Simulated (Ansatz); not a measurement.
**Al: where the electrons are**

For Al at its listed geometry, this session asks how the density differs from that of free atoms, which states sit where, how compression changes the bonding charge and how the functional moves the density.

Method: DFT PBEsol, scalar-relativistic, plane waves, PAW, in Ansatz 0.2.0.

### 1 The system as given

It takes space group Fm-3m (No. 225, cubic). Conventional cell: a = 4.050 Å, b = 4.050 Å, c = 4.050 Å, α = 90.00°, β = 90.00°, γ = 90.00°. Al (site symmetry m-3m) has 12 Al at 2.86 Å as nearest neighbours.

As a file:

```
CELL_PARAMETERS angstrom
0.00000 2.02481 2.02481
2.02481 0.00000 2.02481
2.02481 2.02481 0.00000
ATOMIC_POSITIONS crystal
Al 0.00000 0.00000 0.00000
```

The structure comes from the Crystallography Open Database.

### 2 The base run

input.yaml reads:

```yaml
crystal:
  lattice:
    - [0.0, 2.024805, 2.024805]
    - [2.024805, 0.0, 2.024805]
    - [2.024805, 2.024805, 0.0]
  atoms:
    - { symbol: Al, position: [0.0, 0.0, 0.0] }
basis:
  ecutwfc: 420
  fft_grid_basis: typed
kpoints:
  mp_grid: { grid: [14, 14, 14] }
hamiltonian:
  xc: pbesol
scf:
  occupations: { method: gaussian, width: 0.05 }
output:
  forces: true
  stress: true
  eigenvalues: true
  bader: true
  write_density: true
  volumetric_format: npy
  elf: true
```

Run with:

```
> ansatz run input.yaml --threads 2 --pin off --max-ram 4096MiB --backend cpu --events-out ev --progress --plain --runs-dir out
```

Standard output, cut to the lines that bear on the results:

```text
Warning: RAYON_NUM_THREADS=2 ignored (pool sized by the plan → 2); use --threads N
[...]
Pseudopotentials: kind: paw
Pseudopotential: Al, paw, valence charge 3, recommended cutoff 420 eV (normal), Al.paw.azcp
Functional definition: PBEsol
[...]
Crystal: 1 atoms, lattice volume = 16.603 Å³
Basis set: ecut = 420 eV, 331 PW (Γ), exchange–correlation on 40×40×40 points (8 copies of the dense FFT grid, shifted against one another)
Bands: 6, of which v1, the nominal top of the filled ones, is band 2 counted from 1 (1 counted from 0)
Symmetry: 48 space group operations
Space group: Fm-3m (ITA 225), of the structure as read, at distance tolerance 2.6e-5 Å
k-points: 104 of 2744
[...]
SCF iter   1: F=—  HF=-524.538050 eV  |F-HF|=—  |Δ(HF+E_count)|=         —  Δρ=7.16e-4  dr2=4.42e-5  ethr=1.77e-3  ⟨swp⟩=4.7  Hψ=5468  notcnv=0
[...]
SCF iter   6: F=-524.538083 eV  HF=-524.538083 eV  |F-HF|=2.27e-13  |Δ(HF+E_count)|=  1.34e-11  Δρ=8.06e-8  dr2=8.90e-13  ethr=1.00e-12  ⟨swp⟩=2.2  Hψ=2289  notcnv=0
[...]
SCF converged after 6 iterations
Free energy (F): -524.538083 eV
[...]
E sigma→0 (E₀):  -524.537842 eV
Entropy (-TS):   -0.000482 eV (-0.482 meV/atom)
Fermi energy:    7.790286 eV
[...]
--- Forces (eV/Å), atoms counted from 1 ---
  atom   1  Al     0.00000000     0.00000000     0.00000000
[...]
--- Stress (GPa, compression-positive) ---
       -2.249723      -0.000000       0.000000
        0.000000      -2.249723       0.000000
        0.000000       0.000000      -2.249723
  P = ⅓ Tr σ = -2.2497 GPa (-22.497 kbar)
--- Band table (eV; the first three rows and the last of 104) ---
  k-point 0: bands = ["-3.2596", "20.2991", "20.2991", "20.2991", "21.8129", "21.8129"]
[...]
--- Bader charges: 1 site ---
  site symbol  charge [e]  shift [e]
     0     Al      0.0000     0.0000
  estimated error of the sums over rays = 8.1e-8 e
```

Run time: 3.4 s. Hardware: 2 threads of AMD EPYC 7R43 (Zen 3), shared host; peak memory 0.33 GiB.

### 3 The fields of the base run

Axes a, b and c in the maps are those of this run's conventional cell (a, b, c = 4.050, 4.050, 4.050 Å).

Density in a lattice plane of the grid's cell (edges 4.05 and 4.05 Å, at 0.000 of the third edge), which holds Al.

Values in e/Å³, 12 rows by 12 columns:
```
0.07 0.10 0.18 0.20 0.16 0.13 0.12 0.13 0.16 0.20 0.18 0.10
0.15 0.18 0.21 0.20 0.18 0.16 0.16 0.16 0.18 0.20 0.21 0.18
0.19 0.20 0.20 0.20 0.20 0.20 0.19 0.20 0.20 0.20 0.20 0.20
0.16 0.16 0.18 0.20 0.21 0.18 0.15 0.18 0.21 0.20 0.18 0.16
0.12 0.13 0.16 0.20 0.18 0.10 0.07 0.10 0.18 0.20 0.16 0.13
0.11 0.12 0.16 0.19 0.15 0.07 0.06 0.07 0.15 0.19 0.16 0.12
0.12 0.13 0.16 0.20 0.18 0.10 0.07 0.10 0.18 0.20 0.16 0.13
0.16 0.16 0.18 0.20 0.21 0.18 0.15 0.18 0.21 0.20 0.18 0.16
0.19 0.20 0.20 0.20 0.20 0.20 0.19 0.20 0.20 0.20 0.20 0.20
0.15 0.18 0.21 0.20 0.18 0.16 0.16 0.16 0.18 0.20 0.21 0.18
0.07 0.10 0.18 0.20 0.16 0.13 0.12 0.13 0.16 0.20 0.18 0.10
0.06 0.07 0.15 0.19 0.16 0.12 0.11 0.12 0.16 0.19 0.15 0.07
```
Columns run along the first of these edges and rows up along the second, over one cell in 12 and 12 even steps from the bottom left corner. Atoms in the plane (fractional): Al at (0.00, 0.00), Al at (0.50, 0.50).

ELF in the same plane.

Ten even steps from ' ' (0.04) to '@' (0.62):
```
::..    --**%%##**++==------==++**##%%**--    ..
      ::**%%%%%%**++==========++**%%%%%%**::    
..::--**%%@@@@%%##****++++++****##%%@@@@%%**--::
++**##%%@@@@@@@@%%%%##########%%%%@@@@@@@@%%##**
##%%%%@@@@@@@@@@@@@@%%%%##%%%%@@@@@@@@@@@@@@%%%%
######%%%%@@@@@@@@%%##**++**##%%@@@@@@@@%%%%####
++++****##%%@@@@%%**--::..::--**%%@@@@%%##****++
======++**%%%%%%**::          ::**%%%%%%**++====
----==++**##%%**--    ..::..    --**%%##**++==--
::----==**####**::    ::==::    ::**####**==----
----==++**##%%**--    ..::..    --**%%##**++==--
======++**%%%%%%**::          ::**%%%%%%**++====
++++****##%%@@@@%%**--::..::--**%%@@@@%%##****++
######%%%%@@@@@@@@%%##**++**##%%@@@@@@@@%%%%####
##%%%%@@@@@@@@@@@@@@%%%%##%%%%@@@@@@@@@@@@@@%%%%
++**##%%@@@@@@@@%%%%##########%%%%@@@@@@@@%%##**
..::--**%%@@@@%%##****++++++****##%%@@@@%%**--::
      ::**%%%%%%**++==========++**%%%%%%**::    
::..    --**%%##**++==------==++**##%%**--    ..
==::    ::**####**==----::----==**####**::    ::
```
Columns run along the first of these edges and rows up along the second, over one cell in 24 and 20 even steps from the bottom left corner. Atoms in the plane (fractional): Al at (0.00, 0.00), Al at (0.50, 0.50).

Both are smooth fields of the valence electrons: close to the nuclei they are not physical.

Outside the cores ELF peaks at 0.64 beside Al, off the lines to its neighbours, 1.1 Å from Al.

The reference for the deformation density is the superposition of neutral spherical atoms (taken from a run stopped after its first cycle, not shown).

Deformation density: the crystal less neutral atoms. These are valence pseudo-densities (PAW): inside the atomic spheres they are not the true ones.

Deformation density in a lattice plane of the grid's cell (edges 2.86 and 2.86 Å, at 0.000 of the third edge), which holds Al.

Ten even steps from ' ' (-56.37 × 10⁻³ e/Å³) to '@' (24.65 × 10⁻³ e/Å³):
```
            ..--==**##%%@@@@%%##**++--::        
            ..::==++##%%%%@@@@%%##**==--..      
            ..::==++**##%%@@@@@@%%##**==--::..  
            ..::==++**##%%@@@@@@@@%%##**++--::..
::..........::--==++**##%%@@@@@@@@@@%%##**++==--
==----::::----==++****##%%@@@@@@@@@@@@%%####**++
**++++========++****##%%%%@@@@@@@@@@@@@@%%%%##**
####**************####%%%%@@@@@@@@@@@@@@@@@@%%%%
%%%%%%############%%%%%%@@@@@@@@@@@@@@@@@@@@@@%%
@@@@%%%%%%%%%%%%%%%%%%@@@@@@%%%%%%%%%%%%%%%%%%@@
%%%%@@@@@@@@@@@@@@@@@@@@@@%%%%%%############%%%%
##%%%%@@@@@@@@@@@@@@@@@@%%%%####**************##
****##%%%%@@@@@@@@@@@@@@%%%%##****++========++++
==++**####%%@@@@@@@@@@@@%%##****++==----::::----
::--==++**##%%@@@@@@@@@@%%##**++==--::..........
  ..::--++**##%%@@@@@@@@%%##**++==::..          
    ..::--==**##%%@@@@@@%%##**++==::..          
        ..--==**##%%@@@@%%%%##++==::..          
          ::--++**##%%@@@@%%##**==--..          
....      ..::==++##%%%%@@%%%%##++==::..      ..
```
Columns run along the first of these edges and rows up along the second, over one cell in 24 and 20 even steps from the bottom left corner. Atoms in the plane (fractional): Al at (0.00, 0.00).

> Describe the bonding charge.

- Al–Al (2.86 Å): Δρ is +0.02 e/Å³ at the midpoint.
- Outside the cores the largest gain is 0.04 e/Å³, 1.8 Å from an Al nucleus, and the largest loss 0.03 e/Å³, at the edge of the Al core regions.
- In all about 0.14 e an atom is rearranged against the free atoms.

> Metal or insulator at this level?

It is a metal at this level of theory.

### 4 Densities by energy window

The windows are set from the levels of the base run, in eV from its Fermi level.

input.yaml reads:

```yaml
crystal:
  lattice:
    - [0.0, 2.024805, 2.024805]
    - [2.024805, 0.0, 2.024805]
    - [2.024805, 2.024805, 0.0]
  atoms:
    - { symbol: Al, position: [0.0, 0.0, 0.0] }
basis:
  ecutwfc: 420
  fft_grid_basis: typed
kpoints:
  mp_grid: { grid: [14, 14, 14] }
hamiltonian:
  xc: pbesol
scf:
  occupations: { method: gaussian, width: 0.05 }
  n_extra_bands: 6
output:
  forces: true
  stress: false
  eigenvalues: true
  bader: false
  write_density: false
  volumetric_format: npy
  band_densities:
    - { e_range: [-0.25, 0.25] }
    - { e_range: [-1.2, 0.0] }
    - { e_range: [0.0, 1.2] }
    - { e_range: [-11.07, -7.37] }
    - { e_range: [-7.37, -3.68] }
  dos:
    e_range: [-30, 8]
    de: 0.02
    method: { smearing: { sigma: 0.03, scheme: gaussian } }
    projected: { site_lists: { Al: [Al] } }
checkpoint:
  read: start.run
  write: ck
  compress: false
  write_wavefunctions: false
  write_every: 100000
```

Run with:

```
> ansatz run input.yaml --threads 2 --pin off --max-ram 4096MiB --backend cpu --events-out ev --progress --plain --runs-dir out
```

Standard output, cut to the lines that bear on the results:

```text
Warning: RAYON_NUM_THREADS=2 ignored (pool sized by the plan → 2); use --threads N
scf.n_extra_bands = 6 over 2 filled bands (N_el = 3.0): the run solves 8 bands
[...]
[... 3 set-up lines as earlier in the session ...]
[...]
Crystal: 1 atoms, lattice volume = 16.603 Å³
Basis set: ecut = 420 eV, 331 PW (Γ), exchange–correlation on 40×40×40 points (8 copies of the dense FFT grid, shifted against one another)
Bands: 8, of which v1, the nominal top of the filled ones, is band 2 counted from 1 (1 counted from 0)
[... 2 set-up lines as earlier in the session ...]
k-points: 104 of 2744
[...]
SCF converged after 2 iterations
Free energy (F): -524.538083 eV
[...]
E sigma→0 (E₀):  -524.537842 eV
Entropy (-TS):   -0.000482 eV (-0.482 meV/atom)
Fermi energy:    7.790286 eV
[...]
--- Forces (eV/Å), atoms counted from 1 ---
  atom   1  Al     0.00000000     0.00000000     0.00000000
[...]
--- Band table (eV; the first three rows and the last of 104) ---
  k-point 0: bands = ["-3.2596", "20.2991", "20.2991", "20.2991", "21.8129", "21.8129", "21.8129", "24.3028"]
[...]
--- Band densities, each state counted as filled ---
  window                                       electrons  max residual (eV)  cut levels
  e_range: [-0.25, 0.25]                        0.227405             2.3e-5           0
  e_range: [-1.2, 0]                            0.478134             2.2e-6           0
  e_range: [0, 1.2]                             0.450437             2.5e-5           0
  e_range: [-11.07, -7.37]                      0.545918             2.3e-6           0
  e_range: [-7.37, -3.68]                       1.078717             2.3e-6           0
```

Run time: 0.6 s. Hardware: 2 threads of AMD EPYC 7R43 (Zen 3), shared host; peak memory 0.31 GiB.

```csv
window (eV from the Fermi level),what it holds,electrons a cell,main Löwdin character
−11.1 to −7.4 eV,the lower third of the occupied valence band,0.55,Al 3p (60 %) and Al 3s (40 %)
−7.4 to −3.7 eV,the middle third of the occupied valence band,1.08,Al 3p (70 %) and Al 3s (30 %)
−1.2 to 0.0 eV,the filled states just under the Fermi level,0.48,Al 3p (70 %) and Al 3s (30 %)
−0.25 to +0.25 eV,the states at the Fermi level,0.23,Al 3p (70 %) and Al 3s (30 %)
0.0 to +1.2 eV,the empty states just over the Fermi level,0.45,Al 3p (65 %) and Al 3s (35 %)
```

Density of the states at the Fermi level, scaled to one electron a cell, in a lattice plane of the grid's cell (edges 2.86 and 2.86 Å, at 0.000 of the third edge), which holds Al.

Values in 10⁻³ per Å³, 12 rows by 12 columns:
```
18.55 18.62 26.24 49.63 70.55 72.14 66.20 66.68 72.13 71.19 49.09 26.92
31.33 26.24 31.60 49.63 68.81 72.35 65.84 62.75 66.18 72.49 67.49 49.09
59.88 49.63 49.63 59.88 71.19 72.49 65.55 60.13 60.13 65.55 72.49 71.19
73.77 70.55 68.81 71.19 74.18 72.28 65.84 60.18 58.24 60.13 66.18 72.13
70.52 72.14 72.35 72.49 72.28 70.22 66.20 62.41 60.18 60.13 62.75 66.68
66.35 66.20 65.84 65.55 65.84 66.20 66.35 66.20 65.84 65.55 65.84 66.20
70.52 66.68 62.75 60.13 60.18 62.41 66.20 70.22 72.28 72.49 72.35 72.14
73.77 72.13 66.18 60.13 58.24 60.18 65.84 72.28 74.18 71.19 68.81 70.55
59.88 71.19 72.49 65.55 60.13 60.13 65.55 72.49 71.19 59.88 49.63 49.63
31.33 49.09 67.49 72.49 66.18 62.75 65.84 72.35 68.81 49.63 31.60 26.24
18.55 26.92 49.09 71.19 72.13 66.68 66.20 72.14 70.55 49.63 26.24 18.62
16.62 18.55 31.33 59.88 73.77 70.52 66.35 70.52 73.77 59.88 31.33 18.55
```
Columns run along the first of these edges and rows up along the second, over one cell in 12 and 12 even steps from the bottom left corner. Atoms in the plane (fractional): Al at (0.00, 0.00).

Löwdin projections on the PAW files' atomic orbitals give Al 3p (70 %) and Al 3s (30 %). The states are spread widely through the cell.

### 5 The cell at 94 % of its volume

Fractional coordinates and the k mesh are kept.

input.yaml: that of step 2 with these lines changed.

```diff
@@ -2,5 +2,5 @@
   lattice:
-    - [0.0, 2.024805, 2.024805]
-    - [2.024805, 0.0, 2.024805]
-    - [2.024805, 2.024805, 0.0]
+    - [0.0, 1.9834708509, 1.9834708509]
+    - [1.9834708509, 0.0, 1.9834708509]
+    - [1.9834708509, 1.9834708509, 0.0]
   atoms:
```

Run with:

```
> ansatz run input.yaml --threads 2 --pin off --max-ram 4096MiB --backend cpu --events-out ev --progress --plain --runs-dir out
```

Standard output, cut to the lines that bear on the results:

```text
Warning: RAYON_NUM_THREADS=2 ignored (pool sized by the plan → 2); use --threads N
[...]
[... 3 set-up lines as earlier in the session ...]
[...]
Crystal: 1 atoms, lattice volume = 15.607 Å³
Basis set: ecut = 420 eV, 307 PW (Γ), exchange–correlation on 40×40×40 points (8 copies of the dense FFT grid, shifted against one another)
Bands: 6, of which v1, the nominal top of the filled ones, is band 2 counted from 1 (1 counted from 0)
[... 1 set-up line as earlier in the session ...]
Space group: Fm-3m (ITA 225), of the structure as read, at distance tolerance 2.5e-5 Å
k-points: 104 of 2744
[...]
SCF iter   1: F=—  HF=-524.536640 eV  |F-HF|=—  |Δ(HF+E_count)|=         —  Δρ=7.72e-4  dr2=4.05e-5  ethr=1.77e-3  ⟨swp⟩=4.8  Hψ=5497  notcnv=0
[...]
SCF iter   6: F=-524.536665 eV  HF=-524.536665 eV  |F-HF|=2.50e-12  |Δ(HF+E_count)|=  3.09e-11  Δρ=2.17e-7  dr2=7.57e-12  ethr=2.47e-12  ⟨swp⟩=2.2  Hψ=2225  notcnv=0
[...]
SCF converged after 6 iterations
Free energy (F): -524.536665 eV
[...]
E sigma→0 (E₀):  -524.536391 eV
Entropy (-TS):   -0.000549 eV (-0.549 meV/atom)
Fermi energy:    8.438477 eV
[...]
--- Forces (eV/Å), atoms counted from 1 ---
  atom   1  Al     0.00000000     0.00000000     0.00000000
[...]
--- Stress (GPa, compression-positive) ---
        2.950527      -0.000000       0.000000
       -0.000000       2.950527      -0.000000
       -0.000000       0.000000       2.950527
  P = ⅓ Tr σ = 2.9505 GPa (29.505 kbar)
--- Band table (eV; the first three rows and the last of 104) ---
  k-point 0: bands = ["-3.0368", "21.2931", "21.2931", "21.2931", "23.2918", "23.2918"]
[...]
--- Bader charges: 1 site ---
  site symbol  charge [e]  shift [e]
     0     Al      0.0000     0.0000
  estimated error of the sums over rays = 7.6e-8 e
```

Wall time 2.5 s (2 threads of AMD EPYC 7R43 (Zen 3), shared host); peak memory 0.32 GiB.

Deformation density at this volume.

Deformation density in a lattice plane of the grid's cell (edges 2.81 and 2.81 Å, at 0.000 of the third edge), which holds Al.

Values in 10⁻³ e/Å³, 12 rows by 12 columns:
```
-55.24 -55.98 -60.28 -49.19 -20.62   2.39  17.31  16.32   2.14 -20.53 -47.51 -58.63
-58.88 -60.28 -59.73 -49.19 -24.50  -1.97  15.05  21.23  14.19  -2.07 -24.96 -47.51
-39.12 -49.19 -49.19 -39.12 -20.53  -2.07  13.78  23.45  23.45  13.78  -2.07 -20.53
-10.52 -20.62 -24.50 -20.53  -9.75   2.79  15.05  23.64  26.56  23.45  14.19   2.14
  9.40   2.39  -1.97  -2.07   2.79  10.03  17.31  21.99  23.64  23.45  21.23  16.32
 18.60  17.31  15.05  13.78  15.05  17.31  18.60  17.31  15.05  13.78  15.05  17.31
  9.40  16.32  21.23  23.45  23.64  21.99  17.31  10.03   2.79  -2.07  -1.97   2.39
-10.52   2.14  14.19  23.45  26.56  23.64  15.05   2.79  -9.75 -20.53 -24.50 -20.62
-39.12 -20.53  -2.07  13.78  23.45  23.45  13.78  -2.07 -20.53 -39.12 -49.19 -49.19
-58.88 -47.51 -24.96  -2.07  14.19  21.23  15.05  -1.97 -24.50 -49.19 -59.73 -60.28
-55.24 -58.63 -47.51 -20.53   2.14  16.32  17.31   2.39 -20.62 -49.19 -60.28 -55.98
-50.51 -55.24 -58.88 -39.12 -10.52   9.40  18.60   9.40 -10.52 -39.12 -58.88 -55.24
```
Columns run along the first of these edges and rows up along the second, over one cell in 12 and 12 even steps from the bottom left corner. Atoms in the plane (fractional): Al at (0.00, 0.00).

> What does the deformation density say about the bonding?

Al–Al (2.81 Å): Δρ is +0.02 e/Å³ at the midpoint.
Outside the cores the largest gain is 0.04 e/Å³, 1.7 Å from an Al nucleus, and the largest loss 0.03 e/Å³, at the edge of the Al core regions.
In all about 0.14 e an atom is rearranged against the free atoms.

### 6 The same cell with HSE06

input.yaml: that of step 2 with these lines changed.

```diff
@@ -13,3 +13,3 @@
 hamiltonian:
-  xc: pbesol
+  xc: hse06
 scf:
@@ -23,2 +23 @@
   volumetric_format: npy
-  elf: true
```

Run with:

```
> ansatz run input.yaml --threads 2 --pin off --max-ram 4096MiB --backend cpu --events-out ev --progress --plain --runs-dir out
```

Standard output, cut to the lines that bear on the results:

```text
Warning: output.stress: scf.convergence.dr2_threshold = 1e-7 eV (the SCF's general default) is looser than the 1e-10 eV advised for a printed stress (1e-10 eV for each atom of the cell: 1). What an SCF threshold leaves in a stress goes as its square root, and in the free energy as the [...]
Warning: output.stress: scf.exx.energy_threshold = 1e-6 eV is looser than the 1e-8 eV advised for a stress under a hybrid functional (1e-8 eV for each atom of the cell: 1). Every SCF of the exchange loop can meet its threshold on dr2 while the loop round them stops early: no threshold on [...]
Warning: RAYON_NUM_THREADS=2 ignored (pool sized by the plan → 2); use --threads N
[...]
[... 2 set-up lines as earlier in the session ...]
Functional definition: HSE06
[...]
Crystal: 1 atoms, lattice volume = 16.603 Å³
Basis set: ecut = 420 eV, 331 PW (Γ), exchange–correlation on 40×40×40 points (8 copies of the dense FFT grid, shifted against one another)
Bands: 6, of which v1, the nominal top of the filled ones, is band 2 counted from 1 (1 counted from 0)
[... 1 set-up line as earlier in the session ...]
[...]
SCF iter   2: F=-537.840365 eV  HF=-537.840365 eV  |F-HF|=8.05e-10  |Δ(HF+E_count)|=  2.00e-11  Δρ=3.68e-6  dr2=3.45e-9  ethr=3.39e-10  ⟨swp⟩=3.0  Hψ=934  notcnv=0
[...]
hybrid outer 2: dexx = +6.152e-9 eV, tail = 7.06e-9 eV, Δε = 4.57e-4 eV (about 8.78e-5 eV left of the loop's levels)
hybrid SCF converged: 2 outer / 8 inner (+4 warm-up), last move |dexx| = 6.15e-9 eV, tail = 7.06e-9 eV
Stability not checked: this state was not tested for a lower state beside it, because the functional holds exact exchange (a hybrid, or Hartree-Fock), whose exchange loop this test does not read (fock_operator; see scf.lower_state_search)
Free energy (F): -537.840365 eV
Frozen-core exchange: fock
[...]
E sigma→0 (E₀):  -537.840137 eV
Entropy (-TS):   -0.000455 eV (-0.455 meV/atom)
Fermi energy:    7.866700 eV
[...]
--- Forces (eV/Å), atoms counted from 1 ---
  atom   1  Al     0.00000000     0.00000000     0.00000000
[...]
--- Stress (GPa, compression-positive) ---
       -1.835439      -0.000000       0.000000
       -0.000000      -1.835439      -0.000000
        0.000000       0.000000      -1.835439
  P = ⅓ Tr σ = -1.8354 GPa (-18.354 kbar)
--- Band table (eV; the first three rows and the last of 104) ---
  k-point 0: bands = ["-4.7350", "21.3330", "21.3330", "21.3330", "23.0480", "23.0480"]
[...]
--- Bader charges: 1 site ---
  site symbol  charge [e]  shift [e]
     0     Al      0.0000     0.0000
  estimated error of the sums over rays = 7.7e-8 e
```

Wall time 30 s (2 threads of AMD EPYC 7R43 (Zen 3), shared host); peak memory 2.1 GiB.

Density with HSE06 less that of the base run, valid outside the PAW spheres.

The difference in a lattice plane of the grid's cell (edges 2.86 and 2.86 Å, at 0.000 of the third edge), which holds Al.

Ten even steps from '0' (-4 × 10⁻³ e/Å³) to '9' (2.83 × 10⁻³ e/Å³):
```
000000012457877642100000
000000002356888764210000
000000001356888876421000
000000001346889987642100
000000012356889998865321
211000112356889999986543
432222233456889999998765
654444445567889999998876
776666666677888899988887
888888888888888888888888
778888999888877666666667
667889999998876554444445
456789999998865433222223
234568999998865321100011
012356889998865321000000
000124678998864310000000
000012467888865310000000
000001246788865320000000
000000124677875421000000
000000013567876531000000
```
Columns run along the first of these edges and rows up along the second, over one cell in 24 and 20 even steps from the bottom left corner. Atoms in the plane (fractional): Al at (0.00, 0.00).

> How does the change of level move the electrons?

HSE06 has more density 1.8 Å from an Al nucleus (up to 0.005 e/Å³) and less at the edge of the Al core regions (by 0.003 e/Å³).

### 7 Outcome

| quantity | value |
| --- | --- |
| gap on the mesh | none (metal) |
| pressure | -2.2 GPa |
| the states at the Fermi level | Al 3p (70 %) and Al 3s (30 %) |
| at 94 % volume | 3.0 GPa, gap none (metal) |
| with HSE06 | gap none (metal), -1.8 GPa, 30 s against 3.4 s |

What this shows: Al–Al (2.86 Å): Δρ is +0.02 e/Å³ at the midpoint. Outside the cores the largest gain is 0.04 e/Å³, 1.8 Å from an Al nucleus, and the largest loss 0.03 e/Å³, at the edge of the Al core regions. Al–Al goes from 2.86 to 2.81 Å with the volume, and the deformation density at its midpoint stays at +0.02 e/Å³. HSE06 has more density 1.8 Å from an Al nucleus (up to 0.005 e/Å³) and less at the edge of the Al core regions (by 0.003 e/Å³).
